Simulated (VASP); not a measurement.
# Au (Fm-3m) in VASP: a series of runs

Runs on Au. Level: r2SCAN. Tasks: relaxation of cell and atoms.

Program: VASP 6.6.1. These are calculated values, not measurements. Logs are shortened: lines on timing, memory, paths and dates and some standing lists are left out, and cuts for length are marked.

## 1. Starting point

The structure is cubic, space group Fm-3m (No. 225). The conventional cell has a = 4.070 Å, b = 4.070 Å, c = 4.070 Å, α = 90.00°, β = 90.00°, γ = 90.00°. Au (site symmetry m-3m) has 12 Au at 2.88 Å as nearest neighbours.

## 2. Relaxation of cell and atoms, r2SCAN

INCAR reads:

```
  PREC = Accurate
  ENCUT = 600
  EDIFF = 1E-6
  ISMEAR = 1
  SIGMA = 0.1
  LREAL = F
  LASPH = T
  NELM = 80
  ALGO = Normal
  ISIF = 3
  LWAVE = F
  LCHARG = F
  METAGGA = R2SCAN
  LMIXTAU = T
  IBRION = 2
  NSW = 90
  EDIFFG = -0.01
```

KPOINTS reads:

```
Automatic mesh
0
Gamma
  18 18 18
```

POSCAR reads:

```
Au
1.0
    0.0000000000      2.0350000000      2.0350000000
    2.0350000000      0.0000000000      2.0350000000
    2.0350000000      2.0350000000      0.0000000000
Au
1
Direct
    0.0000000000      0.0000000000      0.0000000000
```

Potentials or basis: VASP PAW PBE potentials, release 64 (Au).

On the command line:

```
$ cat potpaw_PBE.64/Au/POTCAR > POTCAR
$ mpirun -np 1 vasp_std > vasp.out
```

OUTCAR:

```text
PREC = Accurate
   ENCUT = 600
   EDIFF = 1E-6
   ISMEAR = 1
   LREAL = F
   LASPH = T
   NELM = 80
   ISIF = 3
   METAGGA = R2SCAN
   IBRION = 2
   NSW = 90
   EDIFFG = -0.01

 ion  position               nearest neighbor table
   1  0.000  0.000  0.000-

  LATTYP: Found a face centered cubic cell.
 ALAT       =     4.0700000000

  Lattice vectors:

 A1 = (   0.0000000000,   2.0350000000,   2.0350000000)
 A2 = (   2.0350000000,   0.0000000000,   2.0350000000)
 A3 = (   2.0350000000,   2.0350000000,   0.0000000000)

Analysis of symmetry for initial positions (statically):
=====================================================================
 Subroutine PRICEL returns:
 Original cell was already a primitive cell.

 Routine SETGRP: Setting up the symmetry group for a
 face centered cubic supercell.

 Subroutine GETGRP returns: Found 48 space group operations
 (whereof 48 operations were pure point group operations)
 out of a pool of 48 trial point group operations.

The static configuration has the point symmetry O_h .

Analysis of symmetry for dynamics (positions and initial velocities):
=====================================================================
 Subroutine PRICEL returns:
 Original cell was already a primitive cell.

 Routine SETGRP: Setting up the symmetry group for a
 face centered cubic supercell.

 Subroutine GETGRP returns: Found 48 space group operations
 (whereof 48 operations were pure point group operations)
 out of a pool of 48 trial point group operations.

The dynamic configuration has the point symmetry O_h .

 Subroutine INISYM returns: Found 48 space group operations
 (whereof 48 operations are pure point group operations),
 and found     1 'primitive' translations

----------------------------------------------------------------------------------------

                                     Primitive cell

  volume of cell :      16.8548

  direct lattice vectors                    reciprocal lattice vectors
     0.000000000  2.035000000  2.035000000    -0.245700246  0.245700246  0.245700246
     2.035000000  0.000000000  2.035000000     0.245700246 -0.245700246  0.245700246
     2.035000000  2.035000000  0.000000000     0.245700246  0.245700246 -0.245700246

  length of vectors
[... 96 lines left out ...]
   EFERMI_NEDOS =   21; number of points for ismear=-14 and -15
   IALGO  =     38    algorithm
   IMIX   =      4    mixing-type and parameters
     AMIX     =   0.40;   BMIX     =  1.00
     AMIX_MAG =   1.60;   BMIX_MAG =  1.00
  volume/ion in A,a.u.               =      16.85       113.74
  Fermi-wavevector in a.u.,A,eV,Ry     =   1.420032  2.683470 27.436005  2.016489
  Thomas-Fermi vector in A             =   2.540990
   LORBIT       =      0    0 simple, 1 ext, 2 COOP (PROOUT), +10 PAW based schemes
   METAGGA = R2SCAN    functional components
   LHFCALC =     F    Hartree Fock is set to
   AEXX    =    0.0000 exact exchange contribution
   IVDW    =     0    specifies the selected vdW correction
   LEPSILON=     F    determine dielectric tensor
   LRPA    =     F    only Hartree local field effects (RPA)
 conjugate gradient relaxation of ions
 non-spin polarized calculation
 Methfessel and Paxton  Order N= 1 SIGMA  =   0.10
  energy-cutoff  :      600.00
  volume of cell :       16.85
 maximum number of plane-waves:       588
   NGX = 11   NGY = 11   NGZ = 11

--------------------------------------- Ionic step        1  -------------------------------------------

 number of electron      10.9999999 magnetization

 Free energy of the ion-electron system (eV)
  ---------------------------------------------------
  ext. energy  EPLUGINS =         0.00000000
  ---------------------------------------------------
  free energy    TOTEN  =       -50.57979389 eV

  energy without entropy =      -50.57962749  energy(sigma->0) =      -50.57973842

------------------------ aborting loop because EDIFF is reached ----------------------------------------

  FORCE on cell =-STRESS in cart. coord.  units (eV):
  Direction    XX          YY          ZZ          XY          YZ          ZX
  --------------------------------------------------------------------------------------
  -------------------------------------------------------------------------------------
  Total        0.7772123      0.7772123      0.7772123      0.0000000      0.0000000      0.0000000
  in kB       73.8800209     73.8800209     73.8800209      0.0000000      0.0000000      0.0000000
  external PRESSURE =      73.8800209 kB  Pullay stress =       0.0000000 kB
[... 57 lines left out ...]
--------------------------------------- Ionic step        3  -------------------------------------------

 number of electron      11.0000001 magnetization

 Free energy of the ion-electron system (eV)
  ---------------------------------------------------
  ext. energy  EPLUGINS =         0.00000000
  ---------------------------------------------------
  free energy    TOTEN  =       -50.59563855 eV

  energy without entropy =      -50.59555874  energy(sigma->0) =      -50.59561194

 E-fermi :   8.7749     XC(G=0): -13.4062

 val. band max:        8.7502555852   @ k =   0.5000   0.2778   0.1111
 cond. band min:       8.8130918928   @ k =   0.5000   0.1667   0.0556
 fundamental gap:      0.0628363076
 Fermi energy:         8.7748711313

 k-point     1 :       0.0000    0.0000    0.0000
  band No.  band energies     occupation
      1      -0.9382      2.00000
      2       4.0339      2.00000
      3       4.0339      2.00000
      4       4.0339      2.00000
      5       5.4830      2.00000
      6       5.4830      2.00000
      7      24.1698      0.00000
      8      28.0697      0.00000
      9      28.0697      0.00000
[... 265 lines left out ...]
 k-point    24 :      -0.2222    0.0556    0.0000
  band No.  band energies     occupation
      1       0.8549      2.00000
      2       3.8174      2.00000
      3       4.3355      2.00000
      4       4.3652      2.00000
      5       5.4071      2.00000
      6       5.8776      2.00000
      7      20.7412      0.00000
      8      25.1691      0.00000
      9      27.8410      0.00000

 [... further k-points ...]

------------------------ aborting loop because EDIFF is reached ----------------------------------------

  FORCE on cell =-STRESS in cart. coord.  units (eV):
  Direction    XX          YY          ZZ          XY          YZ          ZX
  --------------------------------------------------------------------------------------
  -------------------------------------------------------------------------------------
  Total       -0.0054701     -0.0054701     -0.0054701      0.0000000     -0.0000000      0.0000000
  in kB       -0.4983526     -0.4983526     -0.4983526      0.0000000     -0.0000000      0.0000000
  external PRESSURE =      -0.4983526 kB  Pullay stress =       0.0000000 kB
[... 16 lines left out ...]
  FREE ENERGIE OF THE ION-ELECTRON SYSTEM (eV)
  ---------------------------------------------------
  free  energy   TOTEN  =       -50.5956385483 eV

  energy  without entropy=      -50.5955587372  energy(sigma->0) =      -50.59561194

 reached required accuracy - stopping structural energy minimisation
```

It took 1.9 min on 1 thread of Intel Xeon 6975P-C (Granite Rapids), shared host; peak memory 0.18 GiB.

What came out:

```yaml
Free_energy: -50.5956 eV
Relaxed_volume: 17.59 Å³/atom
Relaxed_cell: a = 2.919 Å, b = 2.919 Å, c = 2.919 Å, α = 60.00°, β = 60.00°, γ = 60.00°
Space_group_after_relaxing_to_0.05_Å: Fm-3m (No. 225)
Energy_gained_by_relaxing: 15.8 meV/atom
Ionic_steps: 3
Pressure_after_relaxing: 0.0 GPa
Band_gap_on_the_k_mesh: none (metal or under the smearing width)
```

Step by step:
```
step  energy change (eV)  largest force (eV/Å)  pressure (GPa)  volume (Å³)
   1              0.0000                0.0000            7.39        16.85
   2              0.0212                0.0000           -8.69        18.82
   3             -0.0158                0.0000           -0.05        17.59
```

Final structure:
```
CELL_PARAMETERS angstrom
0.00000 2.06401 2.06401
2.06401 0.00000 2.06401
2.06401 2.06401 0.00000
ATOMIC_POSITIONS crystal
Au 0.00000 0.00000 0.00000
```

Caveat: the PAW data sets were made with another functional, which shifts forces and pressure a little.

## 3. Relaxation of cell and atoms, r2SCAN

This run uses another cell than the first one, of 17.59 Å³/atom, 1.043 times its volume.

Edit INCAR of step 2 so:

```diff
@@ -2,3 +2,3 @@
   ENCUT = 600
-  EDIFF = 1E-6
+  EDIFF = 1E-7
   ISMEAR = 1
@@ -16,2 +16,2 @@
   NSW = 90
-  EDIFFG = -0.01
+  EDIFFG = -0.005
```

KPOINTS is that of step 2.

POSCAR reads:

```
Au                                      
1.0
    0.0000000000      2.0640098062      2.0640098062
    2.0640098062      0.0000000000      2.0640098062
    2.0640098062      2.0640098062     -0.0000000000
  Au            
     1
Direct
     0.0000000000000000    0.0000000000000000    0.0000000000000000
```

Potentials or basis: VASP PAW PBE potentials, release 64 (Au).

On the command line:

```
$ cat potpaw_PBE.64/Au/POTCAR > POTCAR
$ mpirun -np 1 vasp_std > vasp.out
```

Run time: 99 s. Hardware: 1 thread of Intel Xeon 6975P-C (Granite Rapids), shared host; peak memory 0.18 GiB.

The run converged. Its results:

```
Free energy                            : -50.5958 eV
Relaxed volume                         : 17.58 Å³/atom
Relaxed cell                           : a = 2.918 Å, b = 2.918 Å, c = 2.918 Å, α = 60.00°, β = 60.00°, γ = 60.00°
Space group after relaxing (to 0.05 Å) : Fm-3m (No. 225)
Energy gained by relaxing              : 0.0 meV/atom
Ionic steps                            : 3
Pressure after relaxing                : 0.0 GPa
Band gap on the k mesh                 : none (metal or under the smearing width)
```

Final structure:
```cif
data_structure
_symmetry_space_group_name_H-M 'P 1'
_symmetry_Int_Tables_number 1
_cell_length_a 2.9184
_cell_length_b 2.9184
_cell_length_c 2.9184
_cell_angle_alpha 60.000
_cell_angle_beta 60.000
_cell_angle_gamma 60.000
_cell_volume 17.58
loop_
_atom_site_label
_atom_site_type_symbol
_atom_site_fract_x
_atom_site_fract_y
_atom_site_fract_z
_atom_site_occupancy
Au1 Au 0.00000 0.00000 0.00000 1
```

Levels at points of the mesh, in eV from the Fermi level:
```
           k point  band 2  band 3  band 4  band 5  band 6  band 7  band 8  band 9
(0.00, 0.00, 0.00)   -4.74   -4.74   -4.74   -3.29   -3.29   15.39   19.30   19.30
(0.50, 0.00, 0.00)   -4.79   -4.79   -2.11   -2.11   -0.62    3.04   14.87   17.71
(0.50, 0.50, 0.00)   -6.75   -2.17   -1.79   -1.79    1.31    5.79   10.47   10.47
```

Caveat: the PAW data sets were made with another functional, which shifts forces and pressure a little. The run has no spin-orbit coupling, so splittings on Au are missing.
